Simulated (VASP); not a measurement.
Runs of VASP 6.6.1 on TePb. The structure is cubic, space group Fm-3m (No. 225). Conventional cell: a = 6.462 Å, b = 6.462 Å, c = 6.462 Å, α = 90.00°, β = 90.00°, γ = 90.00°. Around Pb (site symmetry m-3m) lie 6 Te at 3.23 Å. Around Te (site symmetry m-3m) lie 6 Pb at 3.23 Å. 

```tsv
task	level	potentials or basis	spin	cell	k mesh	cutoff (eV)	smearing	k mesh for the DOS	other keys	pressure (GPa)	relaxed volume (Å³/atom)
band structure	revTPSS	VASP PAW PBE potentials, release 64 (Pb_d, Te)	off	as given	7 × 7 × 7	520	fermi-dirac 0.05 eV	-	-	0.8	-
band structure	r2SCAN	VASP PAW PBE potentials, release 64 (Pb_d, Te)	off	as given	7 × 7 × 7	520	fermi-dirac 0.05 eV	-	-	(a)	-
relaxation of cell and atoms	revTPSS	VASP PAW PBE potentials, release 64 (Pb_d, Te)	off	relaxed	7 × 7 × 7	600	fermi-dirac 0.05 eV	-	-	0.0	34.39
relaxation of cell and atoms	TPSS	VASP PAW PBE potentials, release 64 (Pb_d, Te)	off	relaxed	7 × 7 × 7	600	fermi-dirac 0.05 eV	-	-	0.0	35.06
band structure	TPSS	VASP PAW PBE potentials, release 64 (Pb_d, Te)	off	as given	7 × 7 × 7	520	fermi-dirac 0.05 eV	-	-	1.7	-
single point	LDA	VASP PAW LDA potentials, release 64 (Pb_d, Te)	off	as given	7 × 7 × 7	520	gaussian 0.05 eV	-	-	-1.7	-
relaxation of cell and atoms	r2SCAN	VASP PAW PBE potentials, release 64 (Pb_d, Te)	off	relaxed	7 × 7 × 7	600	fermi-dirac 0.05 eV	-	-	0.0	(b)
```

**Question.** Fill in the values left out.

**Answer.** (a) 1.5; (b) 34.88.

Caveats: the PAW data sets were made with another functional, which shifts forces and pressure a little (some runs).

Runs at the PBE level aren't shown here.
